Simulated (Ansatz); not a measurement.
Runs of Ansatz 0.2.0 on WS2 (Tungstenite). The structure is hexagonal, space group P6_3/mmc (No. 194). Conventional cell: a = 3.180 Å, b = 3.180 Å, c = 12.500 Å, α = 90.00°, β = 90.00°, γ = 120.00°. W (site symmetry -6m2) has 6 S at 2.41 Å as nearest neighbours. Around S (site symmetry 3m) lie 3 W at 2.41 Å. 

```tsv
task	level	cell	smearing	points for each segment of the path	gap on the mesh (eV)	pressure (GPa)	relaxed volume (Å³/atom)	largest force (eV/Å)
relaxation of cell and atoms	PBEsol+D4	relaxed	fermi-dirac 0.05 eV	-	0.84	0.0	16.93	-
band structure	revPBE	as given	fermi-dirac 0.05 eV	14	1.16	4.2	-	(b)
relaxation of cell and atoms	BLYP+D4	relaxed	fermi-dirac 0.05 eV	-	0.91	0.0	17.64	-
single point	LDA	as given	gaussian 0.02 eV	-	1.04	-5.6	-	0.36
band structure	LDA	as given	fermi-dirac 0.05 eV	14	1.04	-5.6	-	0.36
relaxation of cell and atoms	PBEsol+D3(BJ)	relaxed	fermi-dirac 0.05 eV	-	(c)	0.0	(a)	-
relaxation of cell and atoms	LDA	relaxed	fermi-dirac 0.05 eV	-	0.90	0.0	17.16	-
band structure	BLYP	as given	fermi-dirac 0.05 eV	14	1.13	9.5	-	0.53
relaxation of cell and atoms	BLYP+D3(BJ)	relaxed	fermi-dirac 0.05 eV	-	0.84	0.0	17.28	-
relaxation of cell and atoms	revPBE	relaxed	fermi-dirac 0.05 eV	-	1.90	0.0	26.22	-
```

Alike in all rows: potentials or basis Ansatz PAW; no spin polarisation; k mesh 10 × 10 × 3; cutoff (eV) 420.

Estimate the missing entries.

(a) 16.48; (b) 0.18; (c) 0.72.

Caveats: spin-orbit coupling is left out, which moves the levels of the heavy elements; the PAW data sets come from PBE, with cores solved anew for the run's functional, which leaves a small shift of forces and pressure; odd divisions of the mesh miss points on the zone boundary, where band edges often lie, so the gap on the mesh can be too wide (some runs); the plane-wave basis is chosen anew once the cell has moved, so the energies of steps on either side of that aren't comparable (some runs); the k mesh misses the band edges, so the gap on the mesh is wider than the one along the path (some runs); this functional lacks dispersion, which binds the layers, so the pressure and a relaxed spacing across them are unreliable (some runs); the volume moved by over 15 % at a fixed basis, so the end points are rough (some runs).

A k mesh can miss the band edges, and the runs leave out spin-orbit coupling on W.

Runs at the PBE level aren't shown here.
